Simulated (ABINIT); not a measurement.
The system is BN.

```xyz
4
Lattice="2.5539 0.0000 0.0000 -1.2770 2.2118 0.0000 0.0000 0.0000 4.2269" Properties=species:S:1:pos:R:3 pbc="T T T"
N     0.0000    1.4745    0.5295
N     1.2770    0.7373    2.6430
B     0.0000    1.4745    2.1123
B     1.2770    0.7373    4.2257
```

Measurements of this composition are mostly on another form, of space group No. 194.

Program: ABINIT 10.8.3 (patched build). Alike in all runs: task band structure; potentials or basis JTH PAW PBE v2.0; no spin polarisation; cell as given; k mesh 12 × 12 × 6; cutoff (eV) 844; smearing fermi-dirac 0.05 eV.

Question: Order these runs on this cell by their band gap on the k mesh, lowest first.
A. level BLYP
B. level revPBE
C. level WC

Answer: C (5.02 eV), B (5.24 eV), A (5.58 eV).

